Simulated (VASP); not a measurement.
# GaCo: formation energy of V on the Co site, part 2 of 2

Aim: the formation energy and local structure of V on the Co site in GaCo. The start is a cell from a database of measured crystal structures.

VASP 6.6.1, plane waves and PAW; the level of theory is named at each step.

So far. Step 7 (Reference Ga): The run ended after 5 ionic steps, 0.017 eV below its first step, once forces and stress met EDIFFG = -0.02. Step 7 (Reference Ga): Energy at zero smearing: -14.42397 eV.

**8. Relaxing the defect**

This step: LDA, spin-polarised from a ferromagnetic start; plane waves and PAW (Ga, V, Co) (VASP 6.6.1).

System of this step: VGa16Co15. The cell holds 32 atoms: 16 Ga, 1 V and 15 Co. Its edges and angles: a = 7.947 Å, b = 7.947 Å, c = 7.947 Å, α = 60.0°, β = 60.0°, γ = 60.0°. It derives from GaCo. Nearest the centre at fractional (0.000, 0.000, 0.000): V17 at 0.00 Å, Ga1 at 2.43 Å, Ga3 at 2.43 Å, Ga2 at 2.43 Å, Ga15 at 2.43 Å, Ga13 at 2.43 Å, Ga14 at 2.43 Å, Ga4 at 2.43 Å.

The host is treated as a metal, since its gap is under 0.3 eV or closed. The run keeps 2 symmetry operations, which cuts the number of k-points but bars distortions that break them. The atoms relax at the host's fixed cell.

Input file INCAR:

```
SYSTEM = VGa16Co15
PREC = Normal
ENCUT = 300
EDIFF = 1E-05
NELM = 120
ISMEAR = 1
SIGMA = 0.2
LREAL = Auto
ALGO = Fast
GGA = CA
NBANDS = 136
ISPIN = 2
MAGMOM = 0.6 0 0 0.6 0 0 0 0 0 0 0 0 0.6 0 0 0 2 2 2 2 2 2 2 2 2 2 2 2 2 2 2 2
LASPH = .TRUE.
LMAXMIX = 4
LORBIT = 11
LWAVE = .FALSE.
LCHARG = .TRUE.
KPAR = 4
IBRION = 2
NSW = 50
ISIF = 2
EDIFFG = -0.03
POTIM = 0.4
MAXMIX = 40
ISYM = 2
```

Input file POSCAR:

```
VGa16Co15
1.0
    0.0000000000      5.6194279094      5.6194279094
    5.6194279094      0.0000000000      5.6194279094
    5.6194279094      5.6194279094      0.0000000000
Ga V Co
16 1 15
Direct
    0.1250000000      0.1250000000      0.1250000000
    0.6250000000      0.1250000000      0.1250000000
    0.1250000000      0.6250000000      0.1250000000
    0.1250000000      0.1250000000      0.6250000000
    0.3750000000      0.3750000000      0.3750000000
    0.6250000000      0.6250000000      0.1250000000
    0.6250000000      0.1250000000      0.6250000000
    0.8750000000      0.3750000000      0.3750000000
    0.1250000000      0.6250000000      0.6250000000
    0.3750000000      0.8750000000      0.3750000000
    0.3750000000      0.3750000000      0.8750000000
    0.6250000000      0.6250000000      0.6250000000
    0.8750000000      0.8750000000      0.3750000000
    0.8750000000      0.3750000000      0.8750000000
    0.3750000000      0.8750000000      0.8750000000
    0.8750000000      0.8750000000      0.8750000000
    0.0000000000      0.0000000000      0.0000000000
    0.5000000000      0.0000000000      0.0000000000
    0.0000000000      0.5000000000      0.0000000000
    0.0000000000      0.0000000000      0.5000000000
    0.2500000000      0.2500000000      0.2500000000
    0.5000000000      0.5000000000      0.0000000000
    0.5000000000      0.0000000000      0.5000000000
    0.7500000000      0.2500000000      0.2500000000
    0.0000000000      0.5000000000      0.5000000000
    0.2500000000      0.7500000000      0.2500000000
    0.2500000000      0.2500000000      0.7500000000
    0.5000000000      0.5000000000      0.5000000000
    0.7500000000      0.7500000000      0.2500000000
    0.7500000000      0.2500000000      0.7500000000
    0.2500000000      0.7500000000      0.7500000000
    0.7500000000      0.7500000000      0.7500000000
```

Input file KPOINTS:

```
Automatic mesh
0
Gamma
4 4 4
0 0 0
```

PAW data sets: Ga, V and Co (LDA family, release 64).

Launch:

```console
$ mpirun -np 4 vasp_std
```

Run time: 12 min. Hardware: 4 MPI ranks of Intel Xeon 6975P-C (Granite Rapids), shared host; peak memory 2.8 GiB.

The data sets Ga and V keep the semicore shell frozen, which is cheaper and a little less accurate. The run keeps the 2 symmetry operations of its start, so it cannot find a distortion of lower symmetry.

Step by step:

```csv
step,energy less that of the first step (eV),largest force (eV/Å)
1,0.0000,0.6588
2,-0.0992,0.2574
3,-0.1151,0.1021
4,-0.1152,0.0992
5,-0.1187,0.0531
6,-0.1198,0.0409
7,-0.1199,0.0377
8,-0.1207,0.0258
```

The atoms that moved most (Å):

```csv
atom,dx,dy,dz,length
Ga13,0.026,0.026,-0.026,0.044
Ga14,0.026,-0.026,0.026,0.044
Ga15,-0.026,0.026,0.026,0.044
Ga16,-0.026,-0.026,-0.026,0.044
Ga2,0.026,-0.026,-0.026,0.044
Ga3,-0.026,0.026,-0.026,0.044
Ga4,-0.026,-0.026,0.026,0.044
Ga1,0.026,0.026,0.026,0.044
```

The relaxed structure:

```
Ga V Co
1.0
     0.00000    5.61943    5.61943
     5.61943    0.00000    5.61943
     5.61943    5.61943    0.00000
Ga V Co
16 1 15
Direct
  0.12728 0.12728 0.12728
  0.61815 0.12728 0.12728
  0.12728 0.61815 0.12728
  0.12728 0.12728 0.61815
  0.37542 0.37542 0.37542
  0.62458 0.62458 0.12627
  0.62458 0.12627 0.62458
  0.87373 0.37542 0.37542
  0.12627 0.62458 0.62458
  0.37542 0.87373 0.37542
  0.37542 0.37542 0.87373
  0.62458 0.62458 0.62458
  0.87272 0.87272 0.38185
  0.87272 0.38185 0.87272
  0.38185 0.87272 0.87272
  0.87272 0.87272 0.87272
  0.00000 0.00000 0.00000
  0.50000 0.00000 0.00000
  0.00000 0.50000 0.00000
  0.00000 0.00000 0.50000
  0.25000 0.25000 0.25000
  0.50000 0.50000 0.00000
  0.50000 0.00000 0.50000
  0.74940 0.25061 0.25061
  0.00000 0.50000 0.50000
  0.25061 0.74940 0.25061
  0.25061 0.25061 0.74940
  0.50000 0.50000 0.50000
  0.74939 0.74939 0.25060
  0.74939 0.25060 0.74939
  0.25060 0.74939 0.74939
  0.75000 0.75000 0.75000
```

This step gave:

* electronic cycles: 61
* electrons: 188
* free energy (TOTEN): -202.0199 eV
* energy at zero smearing: -202.0032 eV
* Fermi energy: 8.386 eV

The spin moment in the PAW sphere vanishes on all atoms.

Valence density in the ac plane at fractional y = 0.000, through the centre, with atoms of V and Co within 0.45 Å of it. It is the smooth field of the valence electrons, not physical close to the nuclei.

Values in e/Å³, 12 rows by 16 columns, each cell a mean:
```
1.5 1.0 0.3 0.3 0.3 0.3 0.4 2.2 5.2 2.7 0.4 0.3 0.3 0.3 0.3 0.8
0.4 0.4 0.3 0.3 0.3 0.3 0.3 0.3 0.6 0.6 0.3 0.3 0.3 0.3 0.3 0.3
0.2 0.3 0.3 0.2 0.3 0.3 0.3 0.2 0.2 0.3 0.3 0.2 0.3 0.3 0.3 0.2
0.2 0.3 0.3 0.3 0.2 0.2 0.3 0.3 0.2 0.3 0.3 0.3 0.2 0.3 0.3 0.3
0.7 0.3 0.3 0.3 0.3 0.3 0.8 1.4 0.7 0.3 0.3 0.3 0.3 0.3 0.8 1.4
5.8 1.4 0.3 0.2 0.2 0.3 1.4 5.7 5.8 1.4 0.3 0.2 0.2 0.3 1.4 5.7
5.2 2.7 0.4 0.3 0.3 0.3 0.4 2.2 5.2 2.7 0.4 0.3 0.3 0.3 0.4 2.2
0.6 0.6 0.3 0.3 0.3 0.3 0.3 0.3 0.6 0.6 0.3 0.3 0.3 0.3 0.3 0.3
0.2 0.3 0.3 0.2 0.3 0.3 0.3 0.2 0.2 0.3 0.3 0.2 0.3 0.3 0.3 0.2
0.2 0.3 0.3 0.3 0.2 0.3 0.3 0.3 0.2 0.3 0.3 0.3 0.2 0.2 0.3 0.3
0.4 0.3 0.3 0.3 0.3 0.3 0.8 1.4 0.7 0.3 0.3 0.3 0.3 0.3 0.4 0.6
1.6 0.6 0.3 0.2 0.2 0.3 1.4 5.7 5.8 1.5 0.3 0.2 0.2 0.3 0.6 1.6
```
Columns run along a (7.9 Å), rows up along c (7.9 Å). Atoms in or near the plane, at fractional coordinates: V at (0.00, 0.00), Co at (0.50, 0.00), Co at (0.00, 0.50), Co at (0.50, 0.50).

The run ended after 8 ionic steps, 0.121 eV below its first step, once the forces on the free atoms met EDIFFG = -0.03.

The 8 first neighbours (Ga) lie 2.43 Å from the site in the perfect crystal and 2.48 Å on average from the atom on it after the relaxation (+1.8 %).

**9. Formation energies**

This step: point defect, LDA; plane waves and PAW (VASP 6.6.1).

Derived from the runs above.

Numbers from this step:

```
formation energy of the neutral defect : 1.387 eV
host formation enthalpy                : -0.4268 eV/atom
```

Formation energy:

```csv
formation energy (eV),largest move (Å)
1.387,0.04446
```

E_f is E(defect cell) less E(perfect cell), corrected for the atoms exchanged with their references.

References, in eV an atom: V -9.956 (crystal Im-3m), Co -8.139 (crystal P6_3/mmc) and Ga -3.606 (crystal Cmce). They were run at the supercell's cutoff and functional, without U, and count both elements from their own phases.

**10. Outcome**

| Item | Value |
| --- | --- |
| formation energy at charge 0 | 1.387 eV |
| host formation enthalpy | -0.427 eV/atom |

In words: V on the Co site costs 1.39 eV, with every exchanged atom at the energy of its element. The 8 first neighbours (Ga) lie 2.43 Å from the site in the perfect crystal and 2.48 Å on average from the atom on it after the relaxation (+1.8 %). With metallic smearing the value can move by tenths of an eV with the k mesh. The supercell of 32 atoms is small, so interactions between images remain.

[Lines on the potential files, build, host, timing and source positions are cut from VASP's logs without a mark.]

[Logs are printed without paths, hosts, clocks, repeated set-up lines and the standing remarks that a program may print on its own settings, such as how far it seeks lower states.]

[Hosts, paths, dates, database ids (printed as entryN), source tags and the programs' standing remarks are cut or masked in the printed files.]

[In band tables of VASP the shares of atoms and orbitals are scaled to a sum of 1 inside the atoms' spheres.]

[Runs that stopped without an error message from VASP are left out.]
